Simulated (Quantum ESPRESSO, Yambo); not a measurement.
# BAs (F-43m): G0W0 in Yambo against the screening cutoff

Aim: move the screening cutoff of a G0W0 run on BAs (F-43m) over a wide range.

Method: PBE and many-body steps on it, plane waves, in Yambo 5.3.0.

## Step 1: Starting point

It takes space group F-43m (No. 216, cubic). The conventional cell has a = 4.777 Å, b = 4.777 Å, c = 4.777 Å, α = 90.00°, β = 90.00°, γ = 90.00°. B has 4 As at 2.07 Å nearest. As has 4 B at 2.07 Å nearest. Farther neighbours are not listed.

Structure file:

```cif
data_structure
_symmetry_space_group_name_H-M 'F-43m'
_symmetry_Int_Tables_number 216
_cell_length_a 4.7770
_cell_length_b 4.7770
_cell_length_c 4.7770
_cell_angle_alpha 90.000
_cell_angle_beta 90.000
_cell_angle_gamma 90.000
_cell_volume 109.01
loop_
_atom_site_label
_atom_site_type_symbol
_atom_site_symmetry_multiplicity
_atom_site_Wyckoff_symbol
_atom_site_fract_x
_atom_site_fract_y
_atom_site_fract_z
_atom_site_occupancy
B1 B 4 a 0.00000 0.00000 0.00000 1
As1 As 4 d 0.25000 0.25000 0.75000 1
```

The cell and positions come from the Crystallography Open Database and are kept as given unless a step says otherwise.

## Step 2: 3.25 Ha

This step: Yambo 5.3.0; G0W0 on PBE, plane waves, norm-conserving pseudopotentials.

G0W0 replaces the xc potential by the self-energy, built once from these orbitals. Only a window of levels is corrected, while the sums run over the empty bands that the input names.

gw7.in

```
HF_and_locXC
gw0
dyson
ppa
em1d
rim_cut
RandQpts= 1000000
RandGvec= 1 RL
EXXRLvcs= 100 Ry
VXCRLvcs= 400 Ry
Chimod= "HARTREE"
% BndsRnXp
 1 | 94 |
%
NGsBlkXp= 6.5 Ry
% LongDrXp
 1 | 1 | 1 |
%
% GbndRnge
 1 | 94 |
%
DysSolver= "n"
ExtendOut
PPAPntXp= 27.21138 eV
% QPkrange
 1 | 1 | 12 | 15 |
 7 | 7 | 12 | 15 |
%
```

Launch:

```sh
OMP_NUM_THREADS=1 mpirun -n 4 yambo -F gw7.in -J gw7 -C gw7 > gw7.log
```

The log of the run:

```text
 Yambo, version 5.3.0

 [02] CORE Variables Setup
 =========================

  [... cell, symmetries and grids as in the set-up ...]

  [02.05] Energies & Occupations
  ==============================

  [X] === General ===
  [X] Electronic Temperature                        :  0.000000  0.000000 [eV K]
  [X] Bosonic    Temperature                        :  0.000000  0.000000 [eV K]
  [X] Finite Temperature mode                       : no
  [X] El. density                                   :  0.95404E+24 [cm-3]
  [X] Fermi Level                                   :  12.16515 [eV]

  [X] === Gaps and Widths ===
  [X] Conduction Band Min                           :  1.450685 [eV]
  [X] Valence Band Max                              :  0.000000 [eV]
  [X] Filled Bands                                  :  13
  [X] Empty Bands                                   :    14   334
  [X] Direct Gap                                    :  3.288876 [eV]
  [X] Direct Gap localized at k                     :  1
  [X] Indirect Gap                                  :  1.450685 [eV]
  [X] Indirect Gap between kpts                     :   1   7
  [X] Last valence band width                       :  5.185469 [eV]
  [X] 1st conduction band width                     :  3.822368 [eV]

 [03] Transferred momenta grid and indexing
 ==========================================

 IBZ Q-points                                      :   8
 BZ  Q-points                                      :   64

 K/Q-points units:
 rlu = crystal or reduced units; cc = cartesian coordinates; iku = interal k-units

 Q [1]          [rlu]:  0.000000  0.000000  0.000000
 Q [2]          [rlu]:  0.31652E-17  0.31652E-17  0.25000
 Q [3]          [rlu]: -0.63303E-17 -0.63303E-17 -0.50000
 Q [4]          [rlu]: -0.18488E-16  0.25000      0.25000
 Q [5]          [rlu]: -0.34720E-18  0.25000      0.50000
 Q [6]          [rlu]: -0.63303E-17  0.25000     -0.25000
 Q [7]          [rlu]:  0.36976E-16 -0.50000     -0.50000
 Q [8]          [rlu]:  0.250000 -0.500000 -0.250000

 [04] Coloumb potential Random Integration (RIM)
 ===============================================

  [04.01] RIM initialization
  ==========================

  * Diagonal components only detected *

  8 x (sBL volume)        :  0.168596 [a.u.]
  sBZ random points       :  1000000
  Points outside the sBZ  :   7996195
  RL volume               :  1.348768 [a.u.]
  Integrated volume       :  1.349410 [a.u.]

  [04.02] RIM integrals
  =====================

  Gamma point sphere radius             :  0.100207 [a.u.]
  Points outside the sphere             :   799659
  [Int_sBZ(q=0) 1/q^2]*(Vol_sBZ)^(-1/3) =:  7.764404
                                 should be <:  7.795600

  Summary of Coulomb integrals for non-metallic bands |Q|[au] RIM/Bare

  Q [1] 0.100000E-4 0.995998 * Q [2] 0.301388 1.064955
  Q [4] 0.348013 1.063169 * Q [6] 0.492165 1.026119
  Q [5] 0.577115 1.019126 * Q [3] 0.602777 1.017184
  Q [7] 0.696026 1.014132 * Q [8] 0.778181 1.011034

 [WARNING] [Xp] User bands 1-94 break level degeneracy

 [05] Dipoles
 ============

  [05.01] Setup: observables and procedures
  =========================================

 [06] Dynamic Dielectric Matrix (PPA)
 ====================================

 [WR./gw7//ndb.pp]---------------------------------------------------------------
  Brillouin Zone Q/K grids (IBZ/BZ)                :    8   64    8   64
  RL vectors                                       :   3839 [WF]
  Coulomb cutoff potential                         : none
  Electronic Temperature                           :  0.000000 [K]
  Bosonic    Temperature                           :  0.000000 [K]
  PPA    diel. fun.  energies                      : Perdew, Burke & Ernzerhof(X)+Perdew, Burke & Ernzerhof(C)
  wavefunctions                                    : Perdew, Burke & Ernzerhof(X)+Perdew, Burke & Ernzerhof(C)
  Global Gauge                                     : length
  X matrix size                                    :   65
  X band range                                     :    1   94
  X e/h energy range                               : -1.000000 -1.000000 [eV]
  X Time ordering                                  : R
  X Hxc Kernel                                     : HARTREE
  X Drude frequency                                :  0.000000  0.000000
  X poles                                          :  100.0000 [o/o]
  RL vectors in the sum                            :   3839
  [r,Vnl] included                                 : yes
  Field direction                                  :  0.577350E-5  0.577350E-5  0.577350E-5
  BZ energy Double Grid                            : no
  BZ energy DbGd points                            : 0
  BZ Q point size factor                           : -1.000000
  X Optical Averaged directions                    : none

 [07] Local Exchange-Correlation + Non-Local Fock
 ================================================

 [VXC] Plane waves :  24933
 [EXS] Plane waves :  3143

 QP @ state[ 1 ] K range:  1  1
 QP @ state[ 1 ] b range:  12  15
 QP @ state[ 2 ] K range:   7   7
 QP @ state[ 2 ] b range:  12  15

 [xc] Functional : Perdew, Burke & Ernzerhof(X)+Perdew, Burke & Ernzerhof(C)
 [xc] LIBXC used to calculate xc functional
  PP Number of Atomic Species                      :  2
  NLCC RL compoments                               :  24933
  PP Number of Atomic Species                      :  2
  NLCC RL compoments                               :  24933

 [xc] E_xc :  -25.06070 [Ha]
      E_xc :  -50.12139 [Ry]

  Local XC kind (lXC) : Perdew, Burke & Ernzerhof(X)+Perdew, Burke & Ernzerhof(C)
  Non-Local XC kind (nlXC) : Hartree-Fock

  Corrections @ K [1] :  [eV]
 <12|nlXC|12> = -15.63441 -0.98234E-17 <12|lXC|12> = -14.20356  0.18882E-15
 <13|nlXC|13> = -15.63434 -0.10002E-16 <13|lXC|13> = -14.20356  0.82853E-21
 <14|nlXC|14> = -8.292108 -0.57441E-17 <14|lXC|14> = -13.05304 -0.94408E-16
 <15|nlXC|15> = -8.291864 -0.11710E-17 <15|lXC|15> = -13.05304 -0.94409E-16

  Corrections @ K [7] :  [eV]
 <12|nlXC|12> = -16.18411  0.57709E-17 <12|lXC|12> = -13.09065  0.70812E-16
 <13|nlXC|13> = -16.18413  0.63357E-17 <13|lXC|13> = -13.09065 -0.35401E-16
 <14|nlXC|14> = -6.915560 -0.92507E-17 <14|lXC|14> = -11.15102 -0.35402E-16
 <15|nlXC|15> = -7.013745 -0.25522E-17 <15|lXC|15> = -11.35416  0.83345E-16

 [08] Dyson equation: Newton solver
 ==================================

  [08.01] G0W0 (W PPA)
  ====================

  [  GW  ] Bands range     :    1   94
  [GW/PPA] G damping       :  0.100000 [eV]

  QP @ state[ 1 ] K range:  1  1
  QP @ state[ 1 ] b range:  12  15
  QP @ state[ 2 ] K range:   7   7
  QP @ state[ 2 ] b range:  12  15

   Sc/G bands                                       :    1   94
   Sc/G damping                                     :  0.100000 ev
   Sc bands terminator                              : no
   Sx RL components                                 :  3143

   QP @ state[ 1 ] K range                          :  1  1
   QP @ state[ 1 ] b range                          :  12  15
   QP @ state[ 2 ] K range                          :   7   7
   QP @ state[ 2 ] b range                          :  12  15
   GF energies kind                                 : Perdew, Burke & Ernzerhof(X)+Perdew, Burke & Ernzerhof(C)
   GF WF`s kind                                     : Perdew, Burke & Ernzerhof(X)+Perdew, Burke & Ernzerhof(C)
   Xs energies kind                                 : Perdew, Burke & Ernzerhof(X)+Perdew, Burke & Ernzerhof(C)
   Xs WF`s kind                                     : Perdew, Burke & Ernzerhof(X)+Perdew, Burke & Ernzerhof(C)

 [11] Game Over & Game summary
```

Elapsed: 34 s, on 4 MPI ranks of Arm Neoverse V1, shared host; peak memory 1.4 GiB.

Numbers from this step:

| Quantity | Value |
| --- | --- |
| G0W0 gap on the points computed | 1.891 eV |
| starting gap on the mesh | 1.451 eV |
| k of the valence top | 0, 0, 0 |
| k of the conduction bottom | 0, -0.5, -0.5 |
| least direct G0W0 gap on the computed points | 4.061 eV |
| Z at the valence top | 0.8063 |
| Z at the conduction bottom | 0.8160 |

The gap on the mesh goes from 1.45 eV to 1.89 eV, a correction of +0.44 eV.

## Step 3: 5.25 Ha

gw8.in, as its differences from gw7.in of step 2:

```diff
@@ -14,3 +14,3 @@
 %
-NGsBlkXp= 6.5 Ry
+NGsBlkXp= 10.5 Ry
 % LongDrXp
```

Launch:

```sh
OMP_NUM_THREADS=1 mpirun -n 4 yambo -F gw8.in -J gw8 -C gw8 > gw8.log
```

The log of the run:

```text
 Yambo, version 5.3.0

 [02] CORE Variables Setup
 =========================

  [... cell, symmetries and grids as in the set-up ...]

  [02.05] Energies & Occupations
  ==============================

  [X] === General ===
  [X] Electronic Temperature                        :  0.000000  0.000000 [eV K]
  [X] Bosonic    Temperature                        :  0.000000  0.000000 [eV K]
  [X] Finite Temperature mode                       : no
  [X] El. density                                   :  0.95404E+24 [cm-3]
  [X] Fermi Level                                   :  12.16515 [eV]

  [X] === Gaps and Widths ===
  [X] Conduction Band Min                           :  1.450685 [eV]
  [X] Valence Band Max                              :  0.000000 [eV]
  [X] Filled Bands                                  :  13
  [X] Empty Bands                                   :    14   334
  [X] Direct Gap                                    :  3.288876 [eV]
  [X] Direct Gap localized at k                     :  1
  [X] Indirect Gap                                  :  1.450685 [eV]
  [X] Indirect Gap between kpts                     :   1   7
  [X] Last valence band width                       :  5.185469 [eV]
  [X] 1st conduction band width                     :  3.822368 [eV]

 [03] Transferred momenta grid and indexing
 ==========================================

 IBZ Q-points                                      :   8
 BZ  Q-points                                      :   64

 K/Q-points units:
 rlu = crystal or reduced units; cc = cartesian coordinates; iku = interal k-units

 Q [1]          [rlu]:  0.000000  0.000000  0.000000
 Q [2]          [rlu]:  0.31652E-17  0.31652E-17  0.25000
 Q [3]          [rlu]: -0.63303E-17 -0.63303E-17 -0.50000
[...]
NLCC RL compoments                               :  24933
  PP Number of Atomic Species                      :  2
  NLCC RL compoments                               :  24933

 [xc] E_xc :  -25.06070 [Ha]
      E_xc :  -50.12139 [Ry]

  Local XC kind (lXC) : Perdew, Burke & Ernzerhof(X)+Perdew, Burke & Ernzerhof(C)
  Non-Local XC kind (nlXC) : Hartree-Fock

  Corrections @ K [1] :  [eV]
 <12|nlXC|12> = -15.63441 -0.98234E-17 <12|lXC|12> = -14.20356  0.18882E-15
 <13|nlXC|13> = -15.63434 -0.10002E-16 <13|lXC|13> = -14.20356  0.82853E-21
 <14|nlXC|14> = -8.292108 -0.57441E-17 <14|lXC|14> = -13.05304 -0.94408E-16
[...]
Corrections @ K [7] :  [eV]
[...]
<14|nlXC|14> = -6.915560 -0.92507E-17 <14|lXC|14> = -11.15102 -0.35402E-16
 <15|nlXC|15> = -7.013745 -0.25522E-17 <15|lXC|15> = -11.35416  0.83345E-16

 [08] Dyson equation: Newton solver
 ==================================

  [08.01] G0W0 (W PPA)
  ====================

  [  GW  ] Bands range     :    1   94
  [GW/PPA] G damping       :  0.100000 [eV]

  QP @ state[ 1 ] K range:  1  1
  QP @ state[ 1 ] b range:  12  15
  QP @ state[ 2 ] K range:   7   7
  QP @ state[ 2 ] b range:  12  15

   Sc/G bands                                       :    1   94
   Sc/G damping                                     :  0.100000 ev
   Sc bands terminator                              : no
   Sx RL components                                 :  3143

   QP @ state[ 1 ] K range                          :  1  1
   QP @ state[ 1 ] b range                          :  12  15
   QP @ state[ 2 ] K range                          :   7   7
   QP @ state[ 2 ] b range                          :  12  15
   GF energies kind                                 : Perdew, Burke & Ernzerhof(X)+Perdew, Burke & Ernzerhof(C)
   GF WF`s kind                                     : Perdew, Burke & Ernzerhof(X)+Perdew, Burke & Ernzerhof(C)
   Xs energies kind                                 : Perdew, Burke & Ernzerhof(X)+Perdew, Burke & Ernzerhof(C)
   Xs WF`s kind                                     : Perdew, Burke & Ernzerhof(X)+Perdew, Burke & Ernzerhof(C)

 [11] Game Over & Game summary
```

Wall time 43 s (4 MPI ranks); peak memory 1.4 GiB; 2.8 min of CPU time.

Numbers from this step:

| Quantity | Value |
| --- | --- |
| G0W0 gap on the points computed | 1.946 eV |
| starting gap on the mesh | 1.451 eV |
| k of the valence top | 0, 0, 0 |
| k of the conduction bottom | 0, -0.5, -0.5 |
| least direct G0W0 gap on the computed points | 4.113 eV |
| Z at the valence top | 0.8053 |
| Z at the conduction bottom | 0.8156 |

Against the run before, the gap moves by +0.055 eV.

## Step 4: 10.5 Ha

gw9.in, as its differences from gw8.in of step 3:

```diff
@@ -14,3 +14,3 @@
 %
-NGsBlkXp= 10.5 Ry
+NGsBlkXp= 21 Ry
 % LongDrXp
```

Launch:

```sh
OMP_NUM_THREADS=1 mpirun -n 4 yambo -F gw9.in -J gw9 -C gw9 > gw9.log
```

The log of the run:

```text
 Yambo, version 5.3.0

 [02] CORE Variables Setup
 =========================

  [... cell, symmetries and grids as in the set-up ...]

  [02.05] Energies & Occupations
  ==============================

  [X] === General ===
  [X] Electronic Temperature                        :  0.000000  0.000000 [eV K]
  [X] Bosonic    Temperature                        :  0.000000  0.000000 [eV K]
  [X] Finite Temperature mode                       : no
  [X] El. density                                   :  0.95404E+24 [cm-3]
[...]
QP @ state[ 1 ] b range                          :  12  15
   QP @ state[ 2 ] K range                          :   7   7
   QP @ state[ 2 ] b range                          :  12  15
   GF energies kind                                 : Perdew, Burke & Ernzerhof(X)+Perdew, Burke & Ernzerhof(C)
   GF WF`s kind                                     : Perdew, Burke & Ernzerhof(X)+Perdew, Burke & Ernzerhof(C)
   Xs energies kind                                 : Perdew, Burke & Ernzerhof(X)+Perdew, Burke & Ernzerhof(C)
   Xs WF`s kind                                     : Perdew, Burke & Ernzerhof(X)+Perdew, Burke & Ernzerhof(C)

 [11] Game Over & Game summary
```

The job ended after 1.8 min (4 MPI ranks; peak memory 1.4 GiB; 7.2 min of CPU time).

This step gave:

```yaml
g0w0_gap_on_the_points_computed: 1.952 eV
starting_gap_on_the_mesh: 1.451 eV
k_of_the_valence_top: 0, 0, 0
k_of_the_conduction_bottom: 0, -0.5, -0.5
least_direct_g0w0_gap_on_the_computed_points: 4.123 eV
```

Against the run before, the gap moves by +0.007 eV.

## Step 5: 13 Ha

gw10.in, as its differences from gw9.in of step 4:

```diff
@@ -14,3 +14,3 @@
 %
-NGsBlkXp= 21 Ry
+NGsBlkXp= 26 Ry
 % LongDrXp
```

Launch:

```sh
OMP_NUM_THREADS=1 mpirun -n 4 yambo -F gw10.in -J gw10 -C gw10 > gw10.log
```

The log of the run:

```text
 Yambo, version 5.3.0

 [02] CORE Variables Setup
 =========================

  [... cell, symmetries and grids as in the set-up ...]

  [02.05] Energies & Occupations
  ==============================

  [X] === General ===
  [X] Electronic Temperature                        :  0.000000  0.000000 [eV K]
  [X] Bosonic    Temperature                        :  0.000000  0.000000 [eV K]
  [X] Finite Temperature mode                       : no
  [X] El. density                                   :  0.95404E+24 [cm-3]
[...]
QP @ state[ 1 ] b range                          :  12  15
   QP @ state[ 2 ] K range                          :   7   7
   QP @ state[ 2 ] b range                          :  12  15
   GF energies kind                                 : Perdew, Burke & Ernzerhof(X)+Perdew, Burke & Ernzerhof(C)
   GF WF`s kind                                     : Perdew, Burke & Ernzerhof(X)+Perdew, Burke & Ernzerhof(C)
   Xs energies kind                                 : Perdew, Burke & Ernzerhof(X)+Perdew, Burke & Ernzerhof(C)
   Xs WF`s kind                                     : Perdew, Burke & Ernzerhof(X)+Perdew, Burke & Ernzerhof(C)

 [11] Game Over & Game summary
```

The job ended after 2.8 min (4 MPI ranks; peak memory 1.5 GiB; 11 min of CPU time).

Numbers from this step:

* G0W0 gap on the points computed: 1.953 eV
* starting gap on the mesh: 1.451 eV
* k of the valence top: 0, 0, 0
* k of the conduction bottom: 0, -0.5, -0.5
* least direct G0W0 gap on the computed points: 4.123 eV

Against the run before, the gap moves by +0.0004 eV.

## Step 6: 16.25 Ha

gw11.in, as its differences from gw10.in of step 5:

```diff
@@ -14,3 +14,3 @@
 %
-NGsBlkXp= 26 Ry
+NGsBlkXp= 32.5 Ry
 % LongDrXp
```

Launch:

```sh
OMP_NUM_THREADS=1 mpirun -n 4 yambo -F gw11.in -J gw11 -C gw11 > gw11.log
```

The log of the run:

```text
 Yambo, version 5.3.0

 [02] CORE Variables Setup
 =========================

  [... cell, symmetries and grids as in the set-up ...]

  [02.05] Energies & Occupations
  ==============================

  [X] === General ===
  [X] Electronic Temperature                        :  0.000000  0.000000 [eV K]
  [X] Bosonic    Temperature                        :  0.000000  0.000000 [eV K]
  [X] Finite Temperature mode                       : no
  [X] El. density                                   :  0.95404E+24 [cm-3]
[...]
QP @ state[ 1 ] b range                          :  12  15
   QP @ state[ 2 ] K range                          :   7   7
   QP @ state[ 2 ] b range                          :  12  15
   GF energies kind                                 : Perdew, Burke & Ernzerhof(X)+Perdew, Burke & Ernzerhof(C)
   GF WF`s kind                                     : Perdew, Burke & Ernzerhof(X)+Perdew, Burke & Ernzerhof(C)
   Xs energies kind                                 : Perdew, Burke & Ernzerhof(X)+Perdew, Burke & Ernzerhof(C)
   Xs WF`s kind                                     : Perdew, Burke & Ernzerhof(X)+Perdew, Burke & Ernzerhof(C)

 [11] Game Over & Game summary
```

It took 4.2 min on 4 MPI ranks; peak memory 1.4 GiB; 17 min of CPU time.

This step gave:

* G0W0 gap on the points computed: 1.953 eV
* starting gap on the mesh: 1.451 eV
* k of the valence top: 0, 0, 0
* k of the conduction bottom: 0, -0.5, -0.5
* least direct G0W0 gap on the computed points: 4.124 eV

Against the run before, the gap moves by +0.0002 eV.

## Step 7: The runs together

Times are wall times on 4 MPI ranks of Arm Neoverse V1, shared host, good to a factor of about two.

| run | mesh | bands | screening cutoff (eV) | DFT gap (eV) | gap on the mesh (eV) | direct (eV) | time |
| --- | --- | --- | --- | --- | --- | --- | --- |
| 3.25 Ha | 4×4×4 | 94 | 88.4 | 1.451 | 1.891 | 4.061 | 34 s |
| 5.25 Ha | 4×4×4 | 94 | 142.9 | 1.451 | 1.946 | 4.113 | 43 s |
| 10.5 Ha | 4×4×4 | 94 | 285.7 | 1.451 | 1.952 | 4.123 | 1.8 min |
| 13 Ha | 4×4×4 | 94 | 353.7 | 1.451 | 1.953 | 4.123 | 2.8 min |
| 16.25 Ha | 4×4×4 | 94 | 442.2 | 1.451 | 1.953 | 4.124 | 4.2 min |

## Step 8: Outcome

```yaml
3p25_ha: 1.891 eV
5p25_ha: 1.946 eV
10p5_ha: 1.952 eV
13_ha: 1.953 eV
16p25_ha: 1.953 eV
known_limits: not at the basis limit; no spin-orbit coupling; coarse k mesh
```

In words: The setting moved: screening cutoff. From 3.25 Ha to 16.25 Ha the gap moves by +0.06 eV, for 7.4 times the time. It holds to 0.03 eV from 5.25 Ha on. Bands and screening cutoff are coupled, so a series along one setting does not show full convergence. Bands and cutoff are finite, so the gap is not at the basis limit. The miss can reach some tenths of an eV and take either sign; the mesh is an error of its own. In the G0W0 runs levels were corrected at 2 k points alone, so a gap called «on the mesh» is the least over those, and an edge elsewhere would be missed. A denser mesh or path gives a starting gap of 1.21 eV: the GW mesh misses a band edge, so its gaps are not the fundamental one. The 4×4×4 mesh is coarse for this cell, which bears on the long-range parts of exchange and screening. The many-body steps are scalar-relativistic: spin-orbit coupling is not in them.

[Paths, hosts, dates, memory and timing lines, banners, echoed tables and standing remarks are left out of the program output.]

[Logs are printed without paths, hosts, clocks, repeated set-up lines and the standing remarks that a program may print on its own settings, such as how far it seeks lower states.]

[Runs of the session that timed out or met a known fault of the program may be left out.]

[Hosts, paths, dates, database ids (printed as entryN), source tags and the programs' standing remarks are cut or masked in the printed files.]
